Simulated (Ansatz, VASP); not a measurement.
## P: VASP beside Ansatz

```
CELL_PARAMETERS angstrom
2.53473 0.00000 0.00000
-1.26736 2.19514 0.00000
0.00000 0.00000 9.31806
ATOMIC_POSITIONS crystal
P 0.00000 0.00000 0.00000
P 0.00000 0.00000 0.50000
P 0.33333 0.66667 0.25000
P 0.66667 0.33333 0.75000
```

Alike in both runs: task single point; functional PBEsol; k mesh 16 × 16 × 4; occupations fermi-dirac, width 0.1 eV; no spin polarisation.

```csv
,VASP,Ansatz
version,VASP 6.6.1,Ansatz 0.2.0
potentials or method,"VASP PAW PBE potentials, release 64 (P)","plane waves (420 eV) with PAW, scalar-relativistic"
plane-wave cutoff (eV),520,420
valence electrons in the cell,20,20
```

|  | VASP | Ansatz | Ansatz less VASP |
| --- | --- | --- | --- |
| pressure (GPa) | 10.1 | 9.9 | -0.16 |
| largest component of the traceless stress (GPa) | 1.64 | 1.63 | -0.009 |

Ansatz warned: «pseudo_functional_mismatch».

Caveats: the PAW data sets were made with another functional, which shifts forces and pressure a little (VASP).
